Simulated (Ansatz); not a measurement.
Density of states of Sb₂Se₃

```yaml
crystal:
  lattice:
    - [4.06945, 0.00000, 0.00000]
    - [-2.03473, 3.52425, 0.00000]
    - [0.00000, 0.00000, 10.53480]
  atoms:
    - { symbol: Sb, position: [0.33333, 0.66667, 0.17995] }
    - { symbol: Sb, position: [0.66667, 0.33333, 0.82005] }
    - { symbol: Se, position: [0.00000, 0.00000, 0.00000] }
    - { symbol: Se, position: [0.33333, 0.66667, 0.67263] }
    - { symbol: Se, position: [0.66667, 0.33333, 0.32737] }
```

The conventional cell has a = 4.069 Å, b = 4.069 Å, c = 10.535 Å, α = 90.00°, β = 90.00°, γ = 120.00°. Around Sb (atom 1) lie 6 Se at 2.82 to 3.02 Å. Around Se (atom 3) lie 6 Sb at 3.02 Å. Se (atom 4) is surrounded by 3 Sb at 2.82 Å.

The structure comes from a relaxation in the same program, started in the La2O3 type, and has space group P-3m1. Whether it is a known phase or the ground state wasn't checked.

No spin–orbit coupling, which matters for the heavy atoms here.

These are results of Ansatz 0.2.0, DFT, PBE, all-electron LAPW, scalar-relativistic, not measurements.

Numerical set-up: a Γ-centred 8×8×5 k mesh, Fermi–Dirac smearing of 0.03 eV, basis error target 1 meV/atom, no spin polarisation.

States per eV and cell, averaged over 0.4 eV, from -5.4 to 3.6 eV, with energies (bin centres) from the valence-band top; empty bins are left out. The partial columns, the largest 4 alone, are projections on Löwdin-orthogonalised atomic shells (those that the program's projection atoms carry: the occupied ones and, for some elements, an empty d or f shell; other empty shells have no column), summed over atoms of an element. Weights on diffuse s and p shells depend on that basis and aren't pure angular character.

```json
{"E (eV)": "-5.3", "total": "0.50", "Se 4p": "0.26", "Sb 5p": "0.22", "Sb 5s": "0.00", "Se 4s": "0.01"}
{"E (eV)": "-4.9", "total": "2.05", "Se 4p": "1.09", "Sb 5p": "0.91", "Sb 5s": "0.01", "Se 4s": "0.04"}
{"E (eV)": "-4.5", "total": "1.74", "Se 4p": "0.95", "Sb 5p": "0.74", "Sb 5s": "0.01", "Se 4s": "0.02"}
{"E (eV)": "-4.1", "total": "2.54", "Se 4p": "1.44", "Sb 5p": "1.02", "Sb 5s": "0.02", "Se 4s": "0.04"}
{"E (eV)": "-3.7", "total": "4.37", "Se 4p": "2.52", "Sb 5p": "1.63", "Sb 5s": "0.06", "Se 4s": "0.13"}
{"E (eV)": "-3.3", "total": "4.44", "Se 4p": "2.64", "Sb 5p": "1.59", "Sb 5s": "0.06", "Se 4s": "0.12"}
{"E (eV)": "-2.9", "total": "4.92", "Se 4p": "3.12", "Sb 5p": "1.61", "Sb 5s": "0.06", "Se 4s": "0.10"}
{"E (eV)": "-2.5", "total": "4.40", "Se 4p": "2.87", "Sb 5p": "1.34", "Sb 5s": "0.06", "Se 4s": "0.09"}
{"E (eV)": "-2.1", "total": "3.56", "Se 4p": "2.46", "Sb 5p": "0.91", "Sb 5s": "0.07", "Se 4s": "0.08"}
{"E (eV)": "-1.7", "total": "4.04", "Se 4p": "3.58", "Sb 5p": "0.34", "Sb 5s": "0.03", "Se 4s": "0.03"}
{"E (eV)": "-1.3", "total": "4.10", "Se 4p": "3.73", "Sb 5p": "0.17", "Sb 5s": "0.12", "Se 4s": "0.02"}
{"E (eV)": "-0.9", "total": "2.45", "Se 4p": "2.01", "Sb 5p": "0.16", "Sb 5s": "0.23", "Se 4s": "0.01"}
{"E (eV)": "-0.5", "total": "3.67", "Se 4p": "2.85", "Sb 5p": "0.14", "Sb 5s": "0.59", "Se 4s": "0.01"}
{"E (eV)": "-0.1", "total": "2.21", "Se 4p": "1.68", "Sb 5p": "0.10", "Sb 5s": "0.37", "Se 4s": "0.01"}
{"E (eV)": "0.7", "total": "0.15", "Se 4p": "0.03", "Sb 5p": "0.09", "Sb 5s": "0.00", "Se 4s": "0.02"}
{"E (eV)": "1.1", "total": "1.27", "Se 4p": "0.31", "Sb 5p": "0.78", "Sb 5s": "0.02", "Se 4s": "0.11"}
{"E (eV)": "1.5", "total": "2.88", "Se 4p": "0.87", "Sb 5p": "1.70", "Sb 5s": "0.02", "Se 4s": "0.16"}
{"E (eV)": "1.9", "total": "5.50", "Se 4p": "1.89", "Sb 5p": "3.14", "Sb 5s": "0.03", "Se 4s": "0.20"}
{"E (eV)": "2.3", "total": "4.55", "Se 4p": "1.70", "Sb 5p": "2.42", "Sb 5s": "0.09", "Se 4s": "0.10"}
{"E (eV)": "2.7", "total": "2.35", "Se 4p": "0.87", "Sb 5p": "1.32", "Sb 5s": "0.03", "Se 4s": "0.02"}
{"E (eV)": "3.1", "total": "2.70", "Se 4p": "0.98", "Sb 5p": "1.53", "Sb 5s": "0.01", "Se 4s": "0.05"}
{"E (eV)": "3.5", "total": "3.38", "Se 4p": "1.32", "Sb 5p": "1.85", "Sb 5s": "0.01", "Se 4s": "0.04"}
```

(1) Which of the resolved shells contributes most in the top eV of the valence band?

Answers

(1) Se 4p, with 79 % of all states there; Sb 5s follows with 14 %.
